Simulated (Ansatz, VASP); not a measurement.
**One calculation of Cu, two programs**

The input INCAR:

```
PREC = Accurate
ENCUT = 520
EDIFF = 1E-6
ISMEAR = -1
SIGMA = 0.08
LREAL = F
LASPH = T
NELM = 60
ALGO = Normal
ISIF = 2
LWAVE = F
LCHARG = T
GGA = PE
LELF = T
LVHAR = T
NBANDS = 18
```

KPOINTS

```
Automatic mesh
0
Gamma
  13 13 13
```

POSCAR

```
Cu
1.0
    0.0000000000      2.2576522150      2.2576522150
    2.2576522150      0.0000000000      2.2576522150
    2.2576522150      2.2576522150      0.0000000000
Cu
2
Direct
   -0.1250000000     -0.1250000000     -0.1250000000
    0.1250000000      0.1250000000      0.1250000000
```

Input for Ansatz:

```yaml
crystal:
  lattice:
    - [0.0, 2.257652215, 2.257652215]
    - [2.257652215, 0.0, 2.257652215]
    - [2.257652215, 2.257652215, 0.0]
  atoms:
    - { symbol: Cu, position: [-0.125, -0.125, -0.125] }
    - { symbol: Cu, position: [0.125, 0.125, 0.125] }
kpoints:
  mp_grid: { grid: [13, 13, 13] }
scf:
  occupations: { method: fermi_dirac, width: 0.08 }
hamiltonian:
  xc: pbe
  pseudopotentials: { kind: all_electron, lapw: { basis_error: 0.001 } }
output:
  forces: true
  stress: true
  eigenvalues: true
  populations: true
```

Change from the starting cell: volume scaled by 0.6, LAPW.

Alike in both runs: task single point; functional PBE; k mesh 13 × 13 × 13; occupations fermi-dirac, width 0.08 eV; no spin polarisation.

|  | VASP | Ansatz |
| --- | --- | --- |
| version | VASP 6.6.1 | Ansatz 0.2.0 |
| potentials or method | VASP PAW PBE potentials, release 64 (Cu) | all-electron LAPW, scalar-relativistic |
| plane-wave cutoff (eV) | 520 | see its input |

```tsv
	VASP	Ansatz	Ansatz less VASP
pressure (GPa)	98.1	98.0	-0.06
```

Ansatz ran all-electron here, so the differences hold the error of VASP's frozen core and of both bases.

Caveats: the cell as given lies far from equilibrium; so large a pressure means that the cell lies far from this level's equilibrium, or that cutoff or potentials fall short (VASP).
